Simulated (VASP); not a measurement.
# Al3GaN4 (Pm) in VASP: notebook

The runs below take Al3GaN4 through phonons, dielectric tensor, with PBEsol.

All numbers are computed with VASP 6.6.1; they aren't measurements. Logs are shortened: lines on timing, memory, paths and dates and some standing lists are left out, and cuts for length are marked.

### Step 1. Starting point

It takes space group Pm (No. 6, monoclinic). The conventional cell has a = 5.041 Å, b = 3.129 Å, c = 5.416 Å, α = 90.00°, β = 90.04°, γ = 90.00°. Al (site symmetry m) is surrounded by 4 N at 1.90 to 1.91 Å. Al (site symmetry m) is surrounded by 4 N at 1.89 to 1.90 Å. Al (site symmetry m) has 4 N at 1.88 to 1.91 Å as nearest neighbours. Ga (site symmetry m) has 4 N at 1.93 to 1.96 Å as nearest neighbours. N (site symmetry m) has 3 Al at 1.89 to 1.91 Å and 1 Ga at 1.94 Å as nearest neighbours. N (site symmetry m) has 2 Al at 1.88 to 1.90 Å and 2 Ga at 1.93 Å as nearest neighbours. N (site symmetry m) has 4 Al at 1.90 to 1.91 Å as nearest neighbours. Around N (site symmetry m) lie 3 Al at 1.89 to 1.90 Å and 1 Ga at 1.96 Å.

The cell was built by a generator and needn't be a form met in nature.

### Step 2. Phonons, PBEsol

Contents of POSCAR:

```
Al3GaN4
1.0
   -3.1292912885      0.0000000000      0.0000000000
    0.0000000000     -0.0015606009     -5.0414481207
    0.0000000000     -5.4162599348     -0.0016649247
  Al              Ga              N
     3     1     4
Direct
     0.5000000000000000    0.0030680674034684    0.1683254594968275
     0.0000000000000000    0.0030777788974845    0.6652154908958678
     0.0000000000000000    0.5022721000590664    0.3326369057848169
     0.5000000000000000    0.5015586864878259    0.8337515519480121
     0.5000000000000000    0.6251267961849862    0.1736294171965795
     0.0000000000000000    0.6271510766792900    0.6598835950446968
     0.0000000000000000    0.1243878374548046    0.3328456889204006
     0.5000000000000000    0.1133576568330739    0.8337118907128058
```

Contents of INCAR.step1:

```
SYSTEM = Al3GaN4
ALGO = Normal
EDIFF = 1E-8
EDIFFG = -0.002
ENCUT = 600
GGA = PS
IBRION = 2
ISIF = 3
ISMEAR = 0
KPAR = 4
LASPH = .True.
LCHARG = .False.
LREAL = .False.
LWAVE = .False.
NELM = 80
NSW = 40
PREC = Accurate
SIGMA = 0.03
```

Contents of INCAR.step2:

```
SYSTEM = Al3GaN4
ALGO = Normal
EDIFF = 1E-8
ENCUT = 600
GGA = PS
IBRION = 6
ISIF = 2
ISMEAR = 0
KPAR = 4
LASPH = .True.
LCHARG = .False.
LREAL = .False.
LWAVE = .False.
NELM = 80
NFREE = 2
NSW = 1
POTIM = 0.015
PREC = Accurate
SIGMA = 0.03
```

Contents of KPOINTS:

```
k-points
0
Gamma
  6 4 4
  0 0 0
```

Potentials or basis: VASP PAW PBE potentials, release 64 (Al, Ga_d, N).

Run with:

```sh
cat potpaw_PBE.64/Al/POTCAR potpaw_PBE.64/Ga_d/POTCAR potpaw_PBE.64/N/POTCAR > POTCAR
cp INCAR.step1 INCAR
mpirun -np 4 vasp_std > vasp.out
cp CONTCAR POSCAR
cp INCAR.step2 INCAR
mpirun -np 4 vasp_std > vasp.out
```

OUTCAR:

```text
SYSTEM = Al3GaN4
   EDIFF = 1E-8
   ENCUT = 600
   GGA = PS
   IBRION = 6
   ISIF = 2
   ISMEAR = 0
   LASPH = .True.
   LREAL = .False.
   NELM = 80
   NFREE = 2
   NSW = 1
   POTIM = 0.015
   PREC = Accurate

 ion  position               nearest neighbor table
   1  0.500  0.003  0.168-   8 1.90   7 1.90   7 1.90   5 1.91   3 3.09   3 3.09   4 3.10   3 3.10
                             3 3.10   4 3.11   2 3.11   2 3.11   2 3.14   2 3.14
   2  0.000  0.003  0.665-   8 1.89   8 1.89   6 1.90   7 1.90   3 3.09   4 3.10   4 3.10   3 3.10
                             4 3.11   4 3.11   1 3.11   1 3.11   1 3.14   1 3.14
   3  0.000  0.502  0.333-   6 1.88   5 1.89   5 1.89   7 1.90   1 3.09   1 3.09   2 3.09   1 3.10
                             1 3.10   2 3.10   4 3.12   4 3.12   4 3.13   4 3.13
   4  0.500  0.501  0.834-   6 1.93   6 1.93   5 1.94   8 1.96   1 3.10   2 3.10   2 3.10   2 3.11
                             2 3.11   1 3.11   3 3.12   3 3.12   3 3.13   3 3.13
   5  0.500  0.625  0.174-   3 1.89   3 1.89   1 1.91   4 1.94
   6  0.000  0.627  0.660-   3 1.88   2 1.90   4 1.93   4 1.93
   7  0.000  0.124  0.333-   2 1.90   1 1.90   1 1.90   3 1.90
   8  0.500  0.113  0.834-   2 1.89   2 1.89   1 1.90   4 1.96

  LATTYP: Found a simple monoclinic cell.
 ALAT       =     5.0415830859
 B/A-ratio  =     0.6207301565
 C/A-ratio  =     1.0742193748
 COS(beta)  =    -0.0006074894

  Lattice vectors:

 A1 = (   0.0000000000,  -0.0015366255,  -5.0415828518)
 A2 = (  -3.1294626580,   0.0000000000,   0.0000000000)
 A3 = (   0.0000000000,   5.4157659825,   0.0016393477)

Analysis of symmetry for initial positions (statically):
=====================================================================
 Subroutine PRICEL returns:
 Original cell was already a primitive cell.

 Routine SETGRP: Setting up the symmetry group for a
 simple monoclinic supercell.

 Subroutine GETGRP returns: Found  2 space group operations
 (whereof  2 operations were pure point group operations)
 out of a pool of  4 trial point group operations.

The static configuration has the point symmetry C_1h.

Analysis of symmetry for dynamics (positions and initial velocities):
=====================================================================
 Subroutine PRICEL returns:
 Original cell was already a primitive cell.

 Routine SETGRP: Setting up the symmetry group for a
 simple monoclinic supercell.

 Subroutine GETGRP returns: Found  2 space group operations
 (whereof  2 operations were pure point group operations)
 out of a pool of  4 trial point group operations.

The dynamic configuration has the point symmetry C_1h.

 Subroutine INISYM returns: Found  2 space group operations
 (whereof  2 operations are pure point group operations),
 and found     1 'primitive' translations

----------------------------------------------------------------------------------------

                                     Primitive cell

  volume of cell :      85.4469

  direct lattice vectors                    reciprocal lattice vectors
    -3.129462658  0.000000000  0.000000000    -0.319543675  0.000000000  0.000000000
     0.000000000 -0.001536625 -5.041582852     0.000000000  0.000060041 -0.198350423
     0.000000000 -5.415765983 -0.001639348     0.000000000 -0.184646105  0.000056278

  length of vectors
     3.129462658  5.041583086  5.415766231     0.319543675  0.198350432  0.184646113

  position of ions in fractional coordinates (direct lattice)
     0.500000000  0.003154938  0.168339689
     0.000000000  0.002976336  0.665212383
     0.000000000  0.502323686  0.332631590
     0.500000000  0.501488075  0.833742649
     0.500000000  0.625184733  0.173656471
     0.000000000  0.627094613  0.659914026
     0.000000000  0.124480698  0.332847460
[... 117 lines left out ...]
 Gauss-broadening in eV      SIGMA  =   0.03
  energy-cutoff  :      600.00
  volume of cell :       85.45
 maximum number of plane-waves:      2880
 NGX is ok and might be reduce to    28
   NGX = 13   NGY = 21   NGZ = 21

--------------------------------------- Ionic step        1  -------------------------------------------

 number of electron      42.0000006 magnetization

 Free energy of the ion-electron system (eV)
  ---------------------------------------------------
  ext. energy  EPLUGINS =         0.00000000
  ---------------------------------------------------
  free energy    TOTEN  =       -60.07209052 eV

  energy without entropy =      -60.07209052  energy(sigma->0) =      -60.07209052

------------------------ aborting loop because EDIFF is reached ----------------------------------------

  FORCE on cell =-STRESS in cart. coord.  units (eV):
  Direction    XX          YY          ZZ          XY          YZ          ZX
  --------------------------------------------------------------------------------------
  -------------------------------------------------------------------------------------
  Total        0.0023551      0.0003005      0.0022010      0.0000000     -0.0005157      0.0000000
  in kB        0.0441586      0.0056339      0.0412707      0.0000000     -0.0096698      0.0000000
  external PRESSURE =       0.0303544 kB  Pullay stress =       0.0000000 kB
[... 107 lines left out ...]
  FREE ENERGIE OF THE ION-ELECTRON SYSTEM (eV)
  ---------------------------------------------------
  free  energy   TOTEN  =       -60.0703449259 eV

  energy  without entropy=      -60.0703449259  energy(sigma->0) =      -60.07034493

[... ionic steps 4 to 46 ...]

--------------------------------------- Ionic step       47  -------------------------------------------

 number of electron      42.0000007 magnetization

------------------------ aborting loop because EDIFF is reached ----------------------------------------
[... 79 lines left out ...]
--------------------------------------- Ionic step       49  -------------------------------------------

 number of electron      42.0000005 magnetization

 Free energy of the ion-electron system (eV)
  ---------------------------------------------------
  ext. energy  EPLUGINS =         0.00000000
  ---------------------------------------------------
  free energy    TOTEN  =       -60.07006396 eV

  energy without entropy =      -60.07006396  energy(sigma->0) =      -60.07006396

 E-fermi :   5.9586     XC(G=0): -11.3251

 val. band max:        5.7855358345   @ k =   0.0000   0.0000   0.0000
 cond. band min:       9.3002634270   @ k =   0.0000   0.0000   0.0000
 fundamental gap:      3.5147275925
 Fermi energy:         5.9585821839

 k-point     1 :       0.0000    0.0000    0.0000
  band No.  band energies     occupation
      1      -9.5572      2.00000
      2      -8.1647      2.00000
      3      -8.1331      2.00000
      4      -7.2000      2.00000
      5      -6.9999      2.00000
      6      -6.9096      2.00000
[... 685 lines left out ...]
     25      11.5830      0.00000
     26      13.9830      0.00000

 [... further k-points ...]

------------------------ aborting loop because EDIFF is reached ----------------------------------------

  FORCE on cell =-STRESS in cart. coord.  units (eV):
  Direction    XX          YY          ZZ          XY          YZ          ZX
  --------------------------------------------------------------------------------------
  -------------------------------------------------------------------------------------
  Total       -0.0694987     -0.0650786      0.1698531      0.0000000     -0.0053457      0.0000000
  in kB       -1.3031384     -1.2202599      3.1848388      0.0000000     -0.1002346      0.0000000
  external PRESSURE =       0.2204802 kB  Pullay stress =       0.0000000 kB
[... 23 lines left out ...]
  FREE ENERGIE OF THE ION-ELECTRON SYSTEM (eV)
  ---------------------------------------------------
  free  energy   TOTEN  =       -60.0700639644 eV

  energy  without entropy=      -60.0700639644  energy(sigma->0) =      -60.07006396

 INTERNAL STRAIN TENSORS FROM DISPLACED ATOMS
 ============================================

 INTERNAL STRAIN TENSOR FOR ION    1 for displacements in x,y,z  (eV/Angst):
          X           Y           Z          XY          YZ          ZX
  --------------------------------------------------------------------------------
  x     0.00000     0.00000     0.00000    -8.15140     0.00000    -5.06924
  y    -8.34342     9.27478     0.03387     0.00000    -4.84504     0.00000
  z    -5.40113    -5.00497    11.55074     0.00000    -0.34070     0.00000

 INTERNAL STRAIN TENSOR FOR ION    8 for displacements in x,y,z  (eV/Angst):
          X           Y           Z          XY          YZ          ZX
  --------------------------------------------------------------------------------
  x     0.00000     0.00000     0.00000    10.63317     0.00000     5.21863
  y    10.46941   -10.53180     0.25982     0.00000     4.91366     0.00000
  z     4.87750     4.42671   -10.56996     0.00000     0.31721     0.00000

 Eigenvectors and eigenvalues of the dynamical matrix
 ----------------------------------------------------

   1 f  =   21.813907 THz   137.060817 2PiTHz  727.633599 cm-1    90.215028 meV
             X         Y         Z           dx          dy          dz
     -1.564731 -0.911693 -0.016182    -0.000000   -0.059153   -0.090666
      0.000000 -3.602639 -0.016096     0.000000    0.108202    0.132568
      0.000000 -1.802227 -2.533052     0.000000    0.085831    0.178452
     -1.564731 -4.516126 -2.529660    -0.000000    0.015873   -0.053115
     -1.564731 -0.941443 -3.152205    -0.000000    0.438896   -0.044774
      0.000000 -3.574904 -3.162631    -0.000000   -0.609518   -0.271252
      0.000000 -1.802815 -0.628125     0.000000    0.332696   -0.006540
     -1.564731 -4.515058 -0.572562    -0.000000   -0.384694    0.135167
[... 243 lines left out ...]
  24 f/i=    0.003256 THz     0.020459 2PiTHz    0.108613 cm-1     0.013466 meV
             X         Y         Z           dx          dy          dz
     -1.564731 -0.911693 -0.016182     0.000000    0.358044    0.050070
      0.000000 -3.602639 -0.016096     0.000000    0.358054    0.050059
      0.000000 -1.802227 -2.533052     0.000000    0.357786    0.050105
     -1.564731 -4.516126 -2.529660     0.000000    0.574901    0.080399
     -1.564731 -0.941443 -3.152205     0.000000    0.257693    0.036049
      0.000000 -3.574904 -3.162631     0.000000    0.257742    0.036070
      0.000000 -1.802815 -0.628125     0.000000    0.257939    0.036078
     -1.564731 -4.515058 -0.572562     0.000000    0.257920    0.036044

 ELASTIC MODULI CONTR FROM IONIC RELAXATION (kBar)
 Direction    XX          YY          ZZ          XY          YZ          ZX
 --------------------------------------------------------------------------------
 XX        -706.2988    335.0388    387.5326     -0.0000     26.6474      0.0000
 YY         335.0388   -705.0872    384.9048     -0.0000    -23.4336      0.0000
 ZZ         387.5326    384.9048   -812.8114      0.0000      0.9961     -0.0000
 XY          -0.0000     -0.0000      0.0000   -517.1600      0.0000     27.8306
 YZ          26.6474    -23.4336      0.9961      0.0000   -161.1766     -0.0000
 ZX           0.0000      0.0000     -0.0000     27.8306     -0.0000   -161.0815
 --------------------------------------------------------------------------------
```

It took 9 min on 4 MPI ranks of Intel Xeon 6975P-C (Granite Rapids), shared host; peak memory 0.46 GiB.

Results:

```
Highest phonon frequency at Γ, LO-TO splitting left out : 728 cm⁻¹
```

Phonon frequencies in cm⁻¹ (negative: imaginary):
```csv
q point,frequencies
"(0.000, 0.000, 0.000)",0 0 0 171 197 222 245 308 351 415 488 512 576 592 601 634 644 650 657 670 672 706 712 728
```

Caveat: the PAW data sets were made with another functional, which shifts forces and pressure a little.

### Step 3. Dielectric tensor, PBEsol

Contents of INCAR:

```
SYSTEM = Al3GaN4
ALGO = Normal
EDIFF = 1E-8
ENCUT = 600
GGA = PS
ISIF = 2
ISMEAR = 0
KPAR = 4
LASPH = .True.
LCHARG = .False.
LEPSILON = .True.
LREAL = .False.
LWAVE = .False.
NELM = 80
PREC = Accurate
SIGMA = 0.03
```

Contents of KPOINTS:

```
k-points
0
Monkhorst
  12 8 8
  0 0 0
```

Contents of POSCAR:

```
Al3GaN4                                 
1.0
   -3.1294626580      0.0000000000      0.0000000000
    0.0000000000     -0.0015366255     -5.0415828518
    0.0000000000     -5.4157659825     -0.0016393477
  Al              Ga              N             
     3     1     4
Direct
     0.5000000000000000    0.0031549383415467    0.1683396892808378
     0.0000000000000000    0.0029763356588364    0.6652123832551906
     0.0000000000000000    0.5023236864050734    0.3326315896227774
     0.5000000000000000    0.5014880752414617    0.8337426491138293
     0.5000000000000000    0.6251847329484594    0.1736564708577475
     0.0000000000000000    0.6270946133314123    0.6599140264896530
     0.0000000000000000    0.1244806980636232    0.3328474595623426
     0.5000000000000000    0.1132969200095871    0.8336557318176289
```

Potentials or basis: VASP PAW PBE potentials, release 64 (Al, Ga_d, N).

Run with:

```sh
cat potpaw_PBE.64/Al/POTCAR potpaw_PBE.64/Ga_d/POTCAR potpaw_PBE.64/N/POTCAR > POTCAR
mpirun -np 4 vasp_std > vasp.out
```

OUTCAR:

```text
SYSTEM = Al3GaN4
   EDIFF = 1E-8
   ENCUT = 600
   GGA = PS
   ISIF = 2
   ISMEAR = 0
   LASPH = .True.
   LEPSILON = .True.
   LREAL = .False.
   NELM = 80
   PREC = Accurate

 ion  position               nearest neighbor table
   1  0.500  0.003  0.168-   8 1.90   7 1.90   7 1.90   5 1.91   3 3.09   3 3.09   4 3.10   3 3.10
                             3 3.10   4 3.11   2 3.11   2 3.11   2 3.14   2 3.14
   2  0.000  0.003  0.665-   8 1.89   8 1.89   6 1.90   7 1.90   3 3.09   4 3.10   4 3.10   3 3.10
                             4 3.11   4 3.11   1 3.11   1 3.11   1 3.14   1 3.14
   3  0.000  0.502  0.333-   6 1.88   5 1.89   5 1.89   7 1.90   1 3.09   1 3.09   2 3.09   1 3.10
                             1 3.10   2 3.10   4 3.12   4 3.12   4 3.13   4 3.13
   4  0.500  0.501  0.834-   6 1.93   6 1.93   5 1.94   8 1.96   1 3.10   2 3.10   2 3.10   2 3.11
                             2 3.11   1 3.11   3 3.12   3 3.12   3 3.13   3 3.13
   5  0.500  0.625  0.174-   3 1.89   3 1.89   1 1.91   4 1.94
   6  0.000  0.627  0.660-   3 1.88   2 1.90   4 1.93   4 1.93
   7  0.000  0.124  0.333-   2 1.90   1 1.90   1 1.90   3 1.90
   8  0.500  0.113  0.834-   2 1.89   2 1.89   1 1.90   4 1.96

  LATTYP: Found a simple monoclinic cell.
 ALAT       =     5.0415830860
 B/A-ratio  =     0.6207301565
 C/A-ratio  =     1.0742193748
 COS(beta)  =    -0.0006074894

  Lattice vectors:

 A1 = (   0.0000000000,  -0.0015366255,  -5.0415828518)
 A2 = (  -3.1294626580,   0.0000000000,   0.0000000000)
 A3 = (   0.0000000000,   5.4157659825,   0.0016393477)

Analysis of symmetry for initial positions (statically):
=====================================================================
 Subroutine PRICEL returns:
[... 966 lines left out ...]
           4.767312     0.000000     0.000000
           0.000000     4.771406     0.001976
           0.000000     0.001937     4.960931
 ------------------------------------------------------

 PIEZOELECTRIC TENSOR (including local field effects)  for field in x, y, z        (e  Angst)
          XX          YY          ZZ          XY          YZ          ZX
  --------------------------------------------------------------------------------
  x     0.00000     0.00000     0.00000    -0.45418     0.00000     2.08234
  y    -0.40909     0.37926    -0.01860     0.00000     2.08328     0.00000
  z     1.71897     1.76050    -3.02901     0.00000    -0.01961     0.00000

 PIEZOELECTRIC TENSOR (including local field effects)  for field in x, y, z        (C/m^2)
          XX          YY          ZZ          XY          YZ          ZX
  --------------------------------------------------------------------------------
  x     0.00000     0.00000     0.00000    -0.08516     0.00000     0.39045
  y    -0.07671     0.07111    -0.00349     0.00000     0.39063     0.00000
  z     0.32232     0.33010    -0.56796     0.00000    -0.00368     0.00000

 BORN EFFECTIVE CHARGES (including local field effects) (in |e|, cummulative output)
 ---------------------------------------------------------------------------------
 ion    1
    1     2.52721     0.00000     0.00000
    2     0.00000     2.48288     0.09567
    3     0.00000    -0.15068     2.72433
 ion    2
    1     2.48888     0.00000     0.00000
    2     0.00000     2.53390    -0.09635
    3     0.00000     0.15336     2.75064
 ion    3
    1     2.49482     0.00000     0.00000
    2     0.00000     2.61937    -0.02228
    3     0.00000    -0.01361     2.57617
 ion    4
    1     2.59450     0.00000     0.00000
    2     0.00000     2.49669     0.01743
    3     0.00000     0.00508     2.66439
 ion    5
    1    -2.46453     0.00000     0.00000
    2     0.00000    -2.60416    -0.04518
    3     0.00000    -0.00470    -2.67063
 ion    6
    1    -2.67063     0.00000     0.00000
    2     0.00000    -2.55143     0.04814
    3     0.00000     0.00890    -2.66122
 ion    7
    1    -2.50638     0.00000     0.00000
    2     0.00000    -2.52122     0.00075
    3     0.00000     0.02193    -2.67246
 ion    8
    1    -2.46385     0.00000     0.00000
    2     0.00000    -2.45601     0.00182
    3     0.00000    -0.02026    -2.71122
```

It took 13 min on 4 MPI ranks of Intel Xeon 6975P-C (Granite Rapids), shared host; peak memory 2.2 GiB.

What came out:

```yaml
Electronic_dielectric_tensor_diagonal: 4.77, 4.77, 4.96
Born_charges_mean_of_the_diagonal: Al +2.58, +2.59, +2.56; Ga +2.59; N -2.58, -2.63, -2.57, -2.54 e
```

Levels at points of the mesh, in eV from the valence-band top:
```tsv
k point	band 17	band 18	band 19	band 20	band 21	band 22	band 23	band 24	band 25	band 26
(0.04, 0.06, 0.06)	-0.91	-0.78	-0.23	-0.05	-0.01	3.78	5.55	5.86	6.17	7.81
```

Electronic dielectric tensor:
```
4.77 0.00 0.00
0.00 4.77 0.00
0.00 0.00 4.96
```

Born effective charge tensors (e):
atom 1, Al
```
 2.53  0.00  0.00
 0.00  2.48  0.10
 0.00 -0.15  2.72
```
atom 2, Al
```
 2.49  0.00  0.00
 0.00  2.53 -0.10
 0.00  0.15  2.75
```
atom 3, Al
```
 2.49  0.00  0.00
 0.00  2.62 -0.02
 0.00 -0.01  2.58
```
atom 4, Ga
```
2.59 0.00 0.00
0.00 2.50 0.02
0.00 0.01 2.66
```
atom 5, N
```
-2.46  0.00  0.00
 0.00 -2.60 -0.05
 0.00  0.00 -2.67
```
atom 6, N
```
-2.67  0.00  0.00
 0.00 -2.55  0.05
 0.00  0.01 -2.66
```
atom 7, N
```
-2.51  0.00  0.00
 0.00 -2.52  0.00
 0.00  0.02 -2.67
```
atom 8, N
```
-2.46  0.00  0.00
 0.00 -2.46  0.00
 0.00 -0.02 -2.71
```

Caveat: the PAW data sets were made with another functional, which shifts forces and pressure a little.
